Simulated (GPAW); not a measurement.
# AlN (P6_3mc) in GPAW: further runs, part 2 of 2

GPAW 26.7.0. Earlier steps stand in the parts before.

### Step 4. Band structure, r2SCAN

run.py reads:

```python
from ase import Atoms
from ase.dft.bandgap import bandgap
from ase.io import write
from ase.units import GPa
from gpaw import GPAW, PW

atoms = Atoms(['Al', 'Al', 'N', 'N'],
              cell=[[3.113, 0.0, 0.0],
                    [-1.5565, 2.695937082, 0.0],
                    [0.0, 0.0, 4.981]],
              scaled_positions=[[0.6666666667, 0.3333333333, 0.5],
                                [0.3333333333, 0.6666666667, 0.0],
                                [0.6666666667, 0.3333333333, 0.88],
                                [0.3333333333, 0.6666666667, 0.38]],
              pbc=True)

calc = GPAW(mode=PW(800),
            xc='MGGA_X_R2SCAN+MGGA_C_R2SCAN',
            kpts={'size': (8, 8, 5), 'gamma': True},
            occupations={'name': 'fermi-dirac', 'width': 0.05},
            nbands=18,
            convergence={'density': 1e-05, 'energy': 1e-05},
            maxiter=150,
            txt='gpaw.txt')
atoms.calc = calc
energy = atoms.get_potential_energy()
forces = atoms.get_forces()
stress = atoms.get_stress()
calc.write('gs.gpw')
write('result.traj', atoms)
print(f'Energy: {energy:.6f} eV')
print('Forces (eV/A):')
print(forces.round(4))
print('Stress (GPa):', (stress / GPa).round(3))
print('Fermi level:', round(calc.get_fermi_level(), 4), 'eV')
print(f'Gap: {bandgap(calc)[0]:.4f} eV, direct: {bandgap(calc, direct=True)[0]:.4f} eV')

path = atoms.cell.bandpath('GMKGALHA,LM,KH', npoints=80, eps=1e-4)
bs_calc = calc.fixed_density(kpts=path, symmetry='off', nbands=29,
                             convergence={'bands': 'CBM+6.0', 'eigenstates': 1e-6}, txt='bands.txt')
bs = bs_calc.band_structure()
bs.write('bs.json')
print(f'Gap on the path: {bandgap(bs_calc)[0]:.4f} eV')
```

Potentials or basis: GPAW PAW data sets (gpaw-data 1.2.1), pw.

On the command line:

```console
$ OMP_NUM_THREADS=1 python run.py
```

gpaw.txt:

```text
__  _  _
 | _ |_)|_||  |
 |__||  | ||/\| - 26.7.0

Input parameters:
  mode=PW(ecut=800.0),
  convergence={'density': 1e-05, 'energy': 1e-05},
  kpts=MonkhorstPack(size=(8, 8, 5), gamma=True),
  maxiter=150,
  nbands=18,
  occupations=Occupations(name='fermi-dirac', width=0.05),
  xc=XC(name='MGGA_X_R2SCAN+MGGA_C_R2SCAN')

Diagonalizing LCAO Hamiltonian
Converting LCAO to pw mode

           N

           Al
        N

        Al

Atoms  # Å, Bohr magnetons
|   | symbol |         x |        y |        z |    initial magnetic moments |
|---|--------|-----------|----------|----------|-----------------------------|
| 0 |     Al |  1.556500 | 0.898646 | 2.490500 | ( 0.0000,  0.0000,  0.0000) |
| 1 |     Al | -0.000000 | 1.797291 | 0.000000 | ( 0.0000,  0.0000,  0.0000) |
| 2 |      N |  1.556500 | 0.898646 | 4.383280 | ( 0.0000,  0.0000,  0.0000) |
| 3 |      N | -0.000000 | 1.797291 | 1.892780 | ( 0.0000,  0.0000,  0.0000) |

Unit cell  # Å
| periodic |         x |        y |        z |  lengths |     angles |
|----------|-----------|----------|----------|----------|------------|
|      yes |  3.113000 | 0.000000 | 0.000000 | 3.113000 |  90.000000 |
|      yes | -1.556500 | 2.695937 | 0.000000 | 3.113000 |  90.000000 |
|      yes |  0.000000 | 0.000000 | 4.981000 | 4.981000 | 120.000000 |

Number of symmetries: 6
Symmetry operations  # r_c * U_cc + t_c -> r_c
|   | kind |            matrix            |
|---|------|------------------------------|
| 0 |  σ   |  1, 1, 0,  0,-1, 0,  0, 0, 1 |
| 1 |  E   |  1, 0, 0,  0, 1, 0,  0, 0, 1 |
| 2 |  C3  |  0, 1, 0, -1,-1, 0,  0, 0, 1 |
| 3 |  σ   |  0,-1, 0, -1, 0, 0,  0, 0, 1 |
| 4 |  σ   | -1, 0, 0,  1, 1, 0,  0, 0, 1 |
| 5 |  C3  | -1,-1, 0,  1, 0, 0,  0, 0, 1 |

BZ-sampling:
  Number of BZ points: 320
  Number of IBZ points: 40

  Monkhorst-Pack size: [8, 8, 5]
  Monkhorst-Pack shift: [0.0625, 0.0625, 0.0]

K-points  # in reciprocal-cell coordinates
|     |                                coordinates |     weight |
|-----|--------------------------------------------|------------|
|   0 | (  0.00000000,   0.00000000,   0.00000000) | 0.00312500 |
|   1 | (  0.00000000,   0.00000000,   0.20000000) | 0.00625000 |
|   2 | (  0.00000000,   0.00000000,   0.40000000) | 0.00625000 |
|   3 | (  0.12500000,   0.00000000,  -0.40000000) | 0.01875000 |
|   4 | (  0.12500000,   0.00000000,  -0.20000000) | 0.01875000 |
|   5 | (  0.12500000,   0.00000000,   0.00000000) | 0.01875000 |
|   6 | (  0.12500000,   0.00000000,   0.20000000) | 0.01875000 |
|   7 | (  0.12500000,   0.00000000,   0.40000000) | 0.01875000 |
|   8 | (  0.25000000,  -0.12500000,   0.00000000) | 0.01875000 |
|   9 | (  0.25000000,  -0.12500000,   0.20000000) | 0.03750000 |
| ... |                                            |            |
|  39 | (  0.50000000,   0.50000000,   0.40000000) | 0.01875000 |

Plane wave coefficients: 2177
Cutoff: 800.0 eV

Spin-components: 1 (collinear spins)
Bands:           18
Projectors:      20
Spin-degeneracy: 2
Datatype:        complex128

Parallelization:
  kpt:    1
  domain: 1
  band:   1

Density:
  Valence electrons: 16.0
  Components: 1
  Grid points: [21 21 35]
  Charge: 0.0  # |e|

Potential:
  Grid points: [21 21 35]

species:
  Al:
    name:    Aluminium
    Z:       13.0
    valence: 3
    core:    10
    charge:  0.0  # [|e|]
    compensation charges:
      type: gauss
      rc: 0.34  # [Å]
      lmax: 2
    cutoffs:
      filter: 1.91  # [Å]
      core: 2.36  # [Å]
    projectors
    | kind |    occ | energy [eV] | rcut [Å] |
    |------|--------|-------------|----------|
    |   3s |  2.000 |      -7.753 |    1.085 |
    |   3p |  1.000 |      -2.712 |    1.085 |
    |    s |        |      19.459 |    1.085 |
    |    p |        |      24.499 |    1.085 |
    |    d |        |       0.000 |    1.085 |

    Using partial waves for Al as LCAO basis

  N:
    name:    Nitrogen
    Z:       7.0
    valence: 5
    core:    2
    charge:  0.0  # [|e|]
    compensation charges:
      type: gauss
      rc: 0.18  # [Å]
      lmax: 2
    cutoffs:
      filter: 1.11  # [Å]
      core: 0.96  # [Å]
    projectors
    | kind |    occ | energy [eV] | rcut [Å] |
    |------|--------|-------------|----------|
    |   2s |  2.000 |     -18.583 |    0.603 |
    |   2p |  3.000 |      -7.089 |    0.529 |
    |    s |        |       8.629 |    0.603 |
    |    p |        |      20.123 |    0.529 |
    |    d |        |       0.000 |    0.577 |

    Using partial waves for N as LCAO basis

Reference energy: -16170.289538  # eV

eigensolver:
  PPCG
  Converge bands: occupied
  niter=2

density mixing:
  MSR1-Mixer
  Pratt-step length: 0.05
  Maximum mixing coefficient: 0.75
  Old densities: 10
  SVD Regularization: 0.005
  Good broyden scale: 1.0
  Trust region scale: 1.0
  Backstep threshold: 4.0
  History deletion threshold: 6.0
  Fourier metric: weight=20.0, sigma=0.015

occupation numbers:
  Fermi-Dirac:
    width: 0.0500  # eV

poisson solver:
  ecut: 6400.0  # eV

xc functional:
  name: MGGA_X_R2SCAN+MGGA_C_R2SCAN with 2 nearest neighbor stencil

convergence criteria:
- Maximum integral of absolute [dens]ity change: 1e-05 electrons / valence electron
- Maximum [total energy] change in last 3 cyles: 1e-05 eV / valence electron
- Maximum integral of absolute [eigenst]ate change: 4e-08 eV^2 / valence electron
maximum number of iterations: 150

SCF iterations
|iter     | |      energy | eigst |  dens |
|---------|-|-------------|-------|-------|
|iter:   1| |  -46.245952 | -0.21 |       |
|iter:   2| |  -40.562887 | -1.39 | -0.56 |
|iter:   3| |  -37.978656 | -0.60 | -0.60 |
|iter:   4| |  -38.159432 | -2.66 | -1.22 |
|iter:   5| |  -38.178936 | -2.84 | -1.51 |
|iter:   6| |  -38.178800 | -4.68 | -2.63 |
|iter:   7| |  -38.178837c| -5.91 | -3.13 |
|iter:   8| |  -38.178837c| -7.41c| -4.05 |
|iter:   9| |  -38.178837c| -7.52c| -4.59 |
|iter:  10| |  -38.178837c| -8.00c| -4.97 |
|iter:  11| |  -38.178837c| -9.33c| -5.90c|

Converged in 11 steps
Energy contributions relative to reference atoms: (reference = -16170.289538)

Energy contributions:
  Kinetic:          27.457608
  Coulomb:         -22.546733
  Zero:              0.088772
  External:          0.000000
  Xc:              -43.178485
  Entropy:          -0.000000
  Spinorbit:         0.000000
  ----------------------------
  Free energy:     -38.178837
  Extrapolated:    -38.178837

dipole moment: (-0.000001, -0.000001, -6.878726)  # |e|*Ang

Fermi level: 7.097
Eigenvalues  # (at kpt = [0.000, 0.000, 0.000])
| band index |      eig [eV] | occ [0-2] |
|------------|---------------|-----------|
|          0 |       -10.064 |     2.000 |
|          1 |        -7.948 |     2.000 |
|          2 |        -0.159 |     2.000 |
|          3 |         5.012 |     2.000 |
|          4 |         5.012 |     2.000 |
|          5 |         5.684 |     2.000 |
|          6 |         5.685 |     2.000 |
|          7 |         5.874 |     2.000 |
|          8 |        10.819 |     0.000 |
|          9 |        13.414 |     0.000 |
|         10 |        17.496 |     0.000 |
|         11 |        17.951 |     0.000 |
|         12 |        17.952 |     0.000 |
|         13 |        20.022 |     0.000 |
|         14 |        20.052 |     0.000 |
|         15 |        20.054 |     0.000 |
|        ... |               |           |
|         17 |        21.859 |     0.000 |

Gap: 4.945 eV
Transition (v -> c):
  (s=0, k=0, n=7, [0.00, 0.00, 0.00]) -> (s=0, k=0, n=8, [0.00, 0.00, 0.00])
No difference between direct/indirect transitions

Forces  # eV/Ang
|        x |       y |        z |
|----------|---------|----------|
|  0.00000 | 0.00000 | -0.12203 |  # Al   0
| -0.00000 | 0.00000 | -0.12286 |  # Al   1
| -0.00000 | 0.00000 |  0.12927 |  # N    2
|  0.00000 | 0.00000 |  0.12719 |  # N    3

Stress tensor  # eV/Ang^3
|        x |        y |         z |
|----------|----------|-----------|
| 0.005657 | 0.000000 |  0.000000 |
| 0.000000 | 0.005657 |  0.000000 |
| 0.000000 | 0.000000 | -0.005297 |

# Writing to gs.gpw (mode='')
```

Wall time 6 min (1 thread of Arm Neoverse N1, shared host); peak memory 0.38 GiB.

Results:

- Free energy: -38.1788 eV
- Pressure: -0.3 GPa
- Largest force: 0.129 eV/Å
- Band gap on the k mesh: 4.95 eV, direct
- Band gap along the path: 4.95 eV, direct

Forces on the atoms (eV/Å):
```
Al   0.000  0.000 -0.122
Al   0.000  0.000 -0.123
N    0.000  0.000  0.129
N    0.000  0.000  0.127
```

Stress tensor (GPa, compression positive):
```
-0.91  0.00  0.00
 0.00 -0.91  0.00
 0.00  0.00  0.85
```

Levels at the corners of the path, in eV from the valence-band top:
```
point  band 4  band 5  band 6  band 7  band 8  band 9  band 10  band 11  band 12
    Γ   -0.86   -0.86   -0.19   -0.19    0.00    4.95     7.54    11.62    12.08
    M   -4.18   -3.37   -2.12   -1.76   -0.68    6.50     6.59     9.08    11.29
    K   -3.76   -3.76   -2.47   -2.40   -2.40    5.74     9.17    10.62    10.62
    Γ   -0.86   -0.86   -0.19   -0.19    0.00    4.95     7.54    11.62    12.08
    A   -3.35   -0.54   -0.54   -0.54   -0.53    7.26     7.26    11.35    11.35
    L   -5.62   -1.47   -1.47   -1.38   -1.38    6.04     6.04    10.19    10.19
    H   -4.84   -3.88   -3.88   -0.80   -0.80    8.19     8.19     8.71     8.71
    A   -3.35   -0.54   -0.54   -0.54   -0.53    7.26     7.26    11.35    11.35
    L   -5.62   -1.47   -1.47   -1.38   -1.38    6.04     6.04    10.19    10.19
    M   -4.18   -3.37   -2.12   -1.76   -0.68    6.50     6.59     9.08    11.29
    K   -3.76   -3.76   -2.47   -2.40   -2.40    5.74     9.17    10.62    10.62
    H   -4.84   -3.88   -3.88   -0.80   -0.80    8.19     8.19     8.71     8.71
```

Caveat: the PAW data sets were made with another functional, which shifts forces and pressure a little.

### Step 5. Comparison with measurements

Step 4. Measured gap of AlN: 6.034 eV (an exciton energy, a little under the gap; 10 K; quoted in “Self-assembly of well-separated AlN nanowires directly on sputtered metallic TiN films”, 2019, arxiv:1910.07391). This calculation gives 4.95 eV (-1.09 eV). 2 values of this kind are on record (6.034 to 6.0343 eV); this one was drawn at random. The value is that of r2SCAN, without temperature or zero-point motion.
